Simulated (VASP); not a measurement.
Crystal: Si2Mo.

```
Mo Si
1.0
     4.58547    0.00000    0.00000
    -2.29274    3.97113    0.00000
     0.00000    0.00000    6.57976
Mo Si
3 6
Cartesian
  1.1464 1.9856 5.4831
  -1.1464 1.9856 1.0966
  2.2927 0.0000 3.2899
  0.0000 1.3015 3.2899
  1.1656 3.3204 1.0966
  3.4583 0.6508 5.4831
  2.2927 2.6696 3.2899
  1.1272 0.6508 1.0966
  -1.1656 3.3204 5.4831
```

Measurements of this composition are mostly on another form, of space group No. 139.

| Property | Result |
| --- | --- |
| Program | VASP 6.6.1 |
| Task | relaxation of cell and atoms |
| Functional | PBE |
| Potentials or basis | VASP PAW PBE potentials, release 64 (Mo_sv, Si) |
| Cutoff | 600 eV |
| k mesh | 5 × 5 × 3 |
| Occupations | fermi-dirac, width 0.05 eV |
| Spin | no spin polarisation |

At the start: pressure 3.6 GPa; volume 13.31 Å³/atom.

How do energy, volume and symmetry change on relaxing?

Over 5 steps the energy falls by 2.5 meV/atom and the volume is 13.53 Å³/atom (+1.7 %); space group P6_222 (No. 180, to 0.05 Å).

The path:
```
step  energy change (eV)  largest force (eV/Å)  pressure (GPa)  volume (Å³)
   1              0.0000                0.0118            3.63       119.81
   2              0.0314                0.0187           -5.07       125.12
   3             -0.0226                0.0136           -0.05       121.84
   4             -0.0226                0.0138            0.05       121.80
   5             -0.0229                0.0024            0.09       121.81
```

Final structure:
```yaml
crystal:
  lattice:
    - [4.61431, 0.00000, 0.00000]
    - [-2.30716, 3.99611, 0.00000]
    - [0.00000, 0.00000, 6.60603]
  atoms:
    - { symbol: Mo, position: [0.50000, 0.50000, 0.83333] }
    - { symbol: Mo, position: [0.00000, 0.50000, 0.16667] }
    - { symbol: Mo, position: [0.50000, 0.00000, 0.50000] }
    - { symbol: Si, position: [0.16397, 0.32795, 0.50000] }
    - { symbol: Si, position: [0.67205, 0.83603, 0.16667] }
    - { symbol: Si, position: [0.83603, 0.16397, 0.83333] }
    - { symbol: Si, position: [0.83603, 0.67205, 0.50000] }
    - { symbol: Si, position: [0.32795, 0.16397, 0.16667] }
    - { symbol: Si, position: [0.16397, 0.83603, 0.83333] }
```
